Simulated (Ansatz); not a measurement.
**Nb under changes of volume**

One of the cells (18.922 Å³/atom); the others are scaled copies at fixed shape and fractional positions:

```
Nb
1.0
     0.00000    2.11500    2.11500
     2.11500    0.00000    2.11500
     2.11500    2.11500    0.00000
Nb
1
Direct
  0.00000 0.00000 0.00000
```

This isn't the form of Nb at room conditions, which is bcc.

* Program: Ansatz 0.2.0
* Functional: HSE06
* Potentials or basis: Ansatz PAW
* Cutoff: 420 eV (not typed: the program's choice for these potentials)
* k mesh: 6 × 6 × 6
* Occupations: fermi-dirac, width 0.05 eV
* Spin: no spin polarisation

```csv
volume (Å³/atom),energy over the lowest point (meV/atom),pressure (GPa)
17.786,28.95,9.7
18.165,?,?
18.543,0.00,1.5
18.922,0.33,-2.3
19.300,9.48,-5.7
19.679,26.53,-8.8
20.057,50.52,-11.6
```

Task: What does the run at 18.165 Å³/atom give?

Result: Energy over the lowest point 9.41 meV/atom; pressure 5.5 GPa.

Worked out: A Birch-Murnaghan fit of order 3 (a polynomial in V^(-2/3)) to the other rows has its minimum at 18.71 Å³/atom with B0 = V·E''(V) = 192 GPa and B' = 4.0. It gives 9.12 meV/atom at 18.165 Å³/atom, against the run's 9.41, and -dE/dV = 6.1 GPa, against 5.5.

Energies are extrapolated to zero smearing.

Caveats: all runs use coarse meshes; the PAW data sets come from PBE, with cores solved anew for the run's functional, which leaves a small shift of forces and pressure; the thresholds are loose for stress.
